Q: I would like to judge with pencil and paper which atoms the electrons of SnO₂ belong to at a given energy. Where do I start?

A: With a count of orbitals. In the table, "states in the window" is the number of electrons that the window can hold per cell of two Sn and four O atoms. The shares say how these states divide among atomic orbitals. Energies are measured from the Fermi level, which lies here in the middle of the gap.

SnO₂ (P4₂/mnm, unrelaxed six-atom cell), calculated with Ansatz 0.2.0: scalar-relativistic PBE, plane-wave PAW, not spin-polarised, cutoff 500 eV, 6×6×8 k mesh, Gaussian smearing of 0.05 eV. States are counted in electrons per cell, and the orbital shares are fractions of the Löwdin projections.

| bottom of the window, from the Fermi level (eV) | top of the window (eV) | states in the window (per cell) | share of O 2s | share of Sn 5s | share of O 2p | share of Sn 5p | share of Sn 4d |
| --- | --- | --- | --- | --- | --- | --- | --- |
| -21.79 | -20.39 | 20.00 | 0.05 | 0.00 | 0.00 | 0.00 | 0.94 |
| -19.60 | -15.90 | 8.00 | 0.69 | 0.05 | 0.00 | 0.13 | 0.13 |
| -8.78 | -0.61 | 24.00 | 0.02 | 0.05 | 0.85 | 0.07 | 0.00 |
| -8.77 | -6.05 | 3.69 | 0.05 | 0.29 | 0.60 | 0.05 | 0.00 |
| -6.05 | -3.34 | 7.93 | 0.03 | 0.02 | 0.79 | 0.16 | 0.00 |
| -1.24 | -0.63 | 0.84 | 0.00 | 0.00 | 0.99 | 0.00 | 0.00 |
| 0.63 | 1.24 | 0.01 | 0.32 | 0.65 | 0.03 | 0.00 | 0.00 |

Q: Three of the windows hold 20, 8 and 24 electrons. Are those the orbitals you mean?

A: Yes: they are the capacities of the Sn 4d, O 2s and O 2p orbitals in the cell. Mixing changes what a band is made of, but not how many bands there are. The count therefore survives even where the picture of pure ions fails.

Q: It does seem to fail. The band of 24 electrons should be pure O 2p, yet its lowest part has an O 2p share of only 0.60.

A: Think of the hydrogen fluoride molecule. The H 1s orbital pulls down the one F 2p orbital that points along the bond, and gains a small share in it. The other two F 2p orbitals remain lone pairs. In SnO₂ the Sn 5s and 5p orbitals, empty in the ionic picture, play the part of H 1s. The comparison holds for counting only: a crystal has broad, overlapping bands, and its orbitals also combine with different phases from cell to cell.

Q: How many O 2p combinations are pulled down, then?

A: At most one for each empty Sn 5s or 5p orbital (the higher 5d orbitals are left out, as they are in the table), and the rule assumes the full number. The two 5s orbitals then make a bottom layer of 4 electrons, and the six 5p orbitals make a second layer of 12. The remaining 8 electrons stay non-bonding at the top. The 5s layer comes first because Sn 5s lies lower than Sn 5p, closer to O 2p, and so mixes more strongly.

Q: That is an argument about energies. Does the calculation show such layers?

A: It shows their order. The Sn 5s share drops from 0.29 in the bottom window to 0.02 in the middle one, where Sn 5p reaches 0.16. At the upper edge of the band the O 2p share is 0.99. The sharp boundaries between layers are my simplification.

Q: What do I need besides the count?

A: Two numbers. The Sn 5s share of the first layer, $w_s = 0.29$, is read from the bottom window. The Sn 5p share of the second layer, $w_p = 0.17$ (0.1665 unrounded), comes from the middle window, which lies almost wholly in that layer. Both belong to this cell, which was not relaxed: forces of about 0.27 eV/Å remain on the O atoms, and other bond lengths would change the mixing. The makers of the data also warn of strong stress in the cell, but that warning rests on their tests on other systems; this run did not calculate the stress. They also belong to the Löwdin partition: in the bottom window it puts 0.34 on Sn, where a division into atomic regions gives 0.25.

For any part of the band, let $f_s$ and $f_p$ be the fractions of its electrons that lie in the first and second layers. The Sn 5s share is then $w_s f_s$, the Sn 5p share is $w_p f_p$, and O 2p takes the rest.

Q: Can we try it on the whole band, from −8.78 to −0.61 eV?

A: There $f_s = 4/24$ and $f_p = 12/24$, so

$$\text{Sn 5s} = 0.29\times\tfrac{4}{24} \approx 0.05,\qquad \text{Sn 5p} = 0.1665\times\tfrac{12}{24} \approx 0.08,$$

$$\text{O 2p} \approx 1 - 0.05 - 0.08 = 0.87.$$

The calculation gives 0.05, 0.07 and 0.85. This is a mild test, because the whole band contains the two windows that supplied $w_s$ and $w_p$.

Q: How far can I trust the rule in the other parts of this band?

A: Its largest error in the O 2p share is 0.11, against 0.40 for pure ions. That error occurs in the bottom window, where some Sn 5p and O 2s join the first layer. In the one row that played no part in the calibration, the upper edge, the rule and pure ions both miss by 0.01. The rule also spreads Sn 5p too far up: above the middle window it gives a share of 0.06, where subtracting the lower windows from the whole band leaves only about 0.02. The calculation thus supports the order of the layers, but not the size of 12 electrons for the second. The output below compares the rule with each row of this band and with the conduction edge; its zeros for the two deeper groups are no predictions.

Q: Could I use it for a window given in electronvolts?

A: Only if you know how many electrons lie below and inside it. Spreading the 24 electrons evenly over the band width would put about 8 in the bottom window, where the calculation finds 3.69. It also gives about twice too many at the upper edge, though the mesh is coarse for so narrow a window. The rule orders the electrons but does not supply the shape of the band.

Q: And the deeper groups, which I would call pure Sn 4d and pure O 2s?

A: For Sn 4d that is nearly right, but the O 2s group is only 0.69 O 2s. Part of the difference is an exchange between two filled groups: about one electron's worth of O 2s sits in the 4d group, and about one of Sn 4d in the O 2s group. Such an exchange creates no bond by itself, since both partners are full. Its size is uncertain, because PBE tends to place deep levels such as Sn 4d too high, which can change their distance from O 2s. The larger part of the difference is Sn 5p and 5s, 0.18 together. Some of it hangs on the partition: atomic regions put 0.18 of this group on Sn in all, against about 0.30 in the projections.

Q: Let me try the conduction edge, from 0.63 to 1.24 eV. If the bonding layer has an Sn 5s share of 0.29, its antibonding partner should have $1 - 0.29 = 0.71$, with 0.29 left for O 2p.

A: The Sn share comes out close, for the calculation gives 0.65, but not for your reason: O 2p has only 0.03, and the main partner is O 2s with 0.32. The closeness also depends on how one divides the electrons, since cutting the same density into atomic regions leaves only about 0.4 on Sn.

Q: Why does the oxygen atom use its 2s orbital here?

A: Because of phase, which hydrogen fluoride could not teach us. This row holds 0.006944 electrons, one state at one of the 288 points of the mesh. Symmetry pairs the bands at the special points on the zone faces, so this should be the state at the zone centre, where all Sn 5s orbitals have the same sign. Each O atom sits among three Sn neighbours in a nearly trigonal plane. Their pulls on an O 2p orbital almost cancel, leaving about a quarter of one bond, whereas on the round O 2s orbital all three add. The same cancellation means that at the zone centre only one of the two 5s combinations is expected to pull O 2p down strongly, so the layer of 4 electrons is an upper limit too.

O 2s lies much further away in energy, which weakens its mixing but does not undo this advantage. With equal coupling per bond, and each oxygen level put at the middle of its band, the estimate is an O 2p share about a tenth of the O 2s share, as in the table. The close match is partly luck: the O 2p band is about 8 eV wide, and moving the level towards either end changes the estimate severalfold.

Q: What does this mean for SnO₂ as a transparent contact or a transistor channel?

A: The first added electrons enter a state built from round Sn 5s and O 2s orbitals, which overlap in every direction. Holes would enter O 2p orbitals that take almost no part in bonding to Sn. That difference is expected to favour electron conduction, though the table shows the make-up of the conduction band at one point only. The transparency cannot be judged from this table: the calculated gap of about 1.3 eV is much too small, a known fault of PBE. The tiny number of states at the conduction edge fits a steep band, but the mesh is too coarse to turn it into a mobility or an effective mass.

Q: And if I meet another oxide?

A: Count its O 2p combinations and the empty cation orbitals that can pull them down, lowest orbital first. That gives a first guess at the order of the layers, which one compound cannot test. Take the layer sizes as upper limits, as the 5p layer here warns. Where the empty cation orbitals outnumber the O 2p combinations, the count sets no limit at all. The two mixing shares must be read afresh, because they depend on the cation's levels and the bond length.

Numerical output:

```
Sn 5s share in the 4-electron layer, read from the bottom row: 0.29
Sn 5p share in the 12-electron layer, read from the middle row: 0.1665
Part of each window in the two layers (zero outside the O 2p band):
     row  s layer  p layer
  -21.79        0        0
   -19.6        0        0
   -8.78   0.1667      0.5
   -8.77        1        0
   -6.05  0.03909   0.9609
   -1.24        0        0
    0.63        0        0
Rule against calculation:
     row  Sn 5s rule  Sn 5s calc  Sn 5p rule  Sn 5p calc  O 2p rule  O 2p calc
  -21.79           0           0           0           0          0          0
   -19.6           0        0.05           0        0.13          0          0
   -8.78     0.04833        0.05     0.08325        0.07     0.8684       0.85
   -8.77        0.29        0.29           0        0.05       0.71        0.6
   -6.05     0.01134        0.02        0.16        0.16     0.8287       0.79
   -1.24           0           0           0           0          1       0.99
    0.63        0.71        0.65           0           0       0.29       0.03
Largest miss of the O 2p share in the four valence rows, rule: 0.11
Largest miss of the O 2p share in the four valence rows, pure ions: 0.4
Electrons in the O 2p band above the middle window: 12.38
Sn 5p share there, by subtraction (rounding about 0.01): 0.01831
Sn 5p share there, rule: 0.05891
Flat-density electron count, bottom window: 7.99
Flat-density electron count, middle window: 7.961
Flat-density electron count, top window: 1.792
O 2s electrons in the 4d group: 1
Sn 4d electrons in the O 2s group: 1.04
Net pull of three in-phase Sn on O 2p, in units of one bond (O 2s has 3): 0.2607
O 2p to O 2s ratio at the conduction edge, crude estimate: 0.08996
O 2p to O 2s ratio at the conduction edge, calculation: 0.09375
```
